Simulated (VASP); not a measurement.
# CuO (Tenorite) under changes of volume

One of the cells (10.366 Å³/atom); the others are scaled copies at fixed shape and fractional positions:

```
CELL_PARAMETERS angstrom
2.36018 -1.72475 0.00000
2.36018 1.72475 0.00000
-0.86625 0.00000 5.09294
ATOMIC_POSITIONS crystal
Cu 0.49680 0.00320 0.50000
Cu 0.00320 0.49680 0.00000
O 0.40560 0.57140 0.75370
O 0.57140 0.40560 0.25370
```

| Quantity | Value |
| --- | --- |
| Program | VASP 6.6.1 |
| Functional | PBEsol |
| Potentials or basis | VASP PAW PBE potentials, release 64 (Cu, O) |
| Cutoff | 520 eV |
| k mesh | 10 × 10 × 5 |
| Occupations | fermi-dirac, width 0.05 eV |
| Spin | no spin polarisation |

```csv
volume (Å³/atom),energy over the lowest point (meV/atom),pressure (GPa),largest force (eV/Å)
9.553,15.55,10.5,0.944
9.756,4.98,5.8,0.872
9.959,0.00,1.7,0.804
10.366,4.49,-5.4,0.744
10.569,12.92,-8.3,0.739
10.772,?,?,?
```

Q: What does the run at 10.772 Å³/atom give?

A: Energy over the lowest point 24.88 meV/atom; pressure -10.9 GPa; largest force 0.739 eV/Å.

Worked out: A Birch-Murnaghan fit of order 3 (a polynomial in V^(-2/3)) to the other rows has its minimum at 10.06 Å³/atom with B0 = V·E''(V) = 184 GPa and B' = 4.7 at fixed shape and positions, which overstates the stiffness. It gives 24.88 meV/atom at 10.772 Å³/atom, against the run's 24.88, and -dE/dV = -10.7 GPa, against -10.9.

Energies are extrapolated to zero smearing.

Caveats: the PAW data sets were made with another functional, which shifts forces and pressure a little; the run has no spin polarisation, though such a crystal can be magnetic.
